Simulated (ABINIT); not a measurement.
# SnO2: single point with LDA

Crystal: SnO2.

```
CELL_PARAMETERS angstrom
1.61709 0.93363 4.80059
-1.61709 0.93363 4.80059
0.00000 -1.86726 4.80059
ATOMIC_POSITIONS crystal
Sn 0.50000 0.50000 0.50000
O 0.76283 0.76283 0.76283
O 0.23717 0.23717 0.23717
```

Measurements of this composition are mostly on another form, of space group No. 136.

- Program: ABINIT 10.8.3 (patched build)
- Task: single point
- Functional: LDA
- Potentials or basis: PseudoDojo NC SR LDA v0.4.1 standard
- Cutoff: 952 eV
- k mesh: 8 × 8 × 8
- Occupations: fermi-dirac, width 0.05 eV
- Spin: no spin polarisation

* Largest force: 0.661 eV/Å
* Band gap on the k mesh: 1.75 eV, indirect (least direct gap 1.85 eV)
* Valence electrons inside the program's atomic spheres: Sn 10.47; O 6.15

Forces on the atoms (eV/Å):
```
Sn   0.000  0.000  0.000
O    0.000  0.000  0.661
O    0.000  0.000 -0.661
```

Levels at points of the mesh, in eV from the valence-band top:
```
           k point  band 11  band 12  band 13  band 14  band 15  band 16
(0.00, 0.00, 0.00)    -0.92    -0.92    -0.10     1.75     5.51    10.74
(0.50, 0.00, 0.00)    -1.48    -0.63    -0.58     5.08     7.52     9.80
(0.50, 0.50, 0.00)    -1.14    -0.49    -0.04     4.80     6.71    10.48
(0.50, 0.50, 0.50)    -1.30    -0.87    -0.87     3.02     5.45    10.92
```

Run time: 2.8 min on 1 thread of Arm Neoverse V2, on a shared host, peak memory 0.13 GiB.

Caveat: spin-orbit coupling is left out, which moves the levels of the heavy elements. A k mesh can miss the band edges.
